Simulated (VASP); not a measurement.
Here is a VASP 6.6.1 calculation.

The input INCAR:

```
PREC = Accurate
ENCUT = 520
EDIFF = 1E-6
ISMEAR = 0
SIGMA = 0.02
LREAL = False
LASPH = True
NELM = 100
ALGO = Normal
ISIF = 2
LWAVE = False
LCHARG = False
NBANDS = 16
```

Contents of KPOINTS:

```
Automatic mesh
0
Gamma
  9 9 6
```

File POSCAR:

```
AlN
1.0
    3.0888185201      0.0000000000      0.0000000000
   -1.5444092601      2.6749953061      0.0000000000
    0.0000000000      0.0000000000      4.9430560284
Al N
2 2
Direct
    0.3333333333      0.6666666667     -0.0019998331
    0.6666666667      0.3333333333      0.4980001669
    0.3333333333      0.6666666667      0.3799998331
    0.6666666667      0.3333333333      0.8799998331
```

Potentials or basis: VASP PAW LDA potentials, release 64 (Al, N).

Launch:

```console
$ cat potpaw_LDA.64/Al/POTCAR potpaw_LDA.64/N/POTCAR > POTCAR
$ mpirun -np 1 vasp_std > vasp.out
```

Question: Predict the pressure.

Answer: 0.6 GPa.

Question: Predict the band gap on the k mesh.

Answer: 4.42 eV, direct.

Caveat: an odd mesh through Γ misses points on the zone boundary, where band edges often lie.

The gap isn't set beside the measured one, since this odd mesh misses points on the zone boundary.
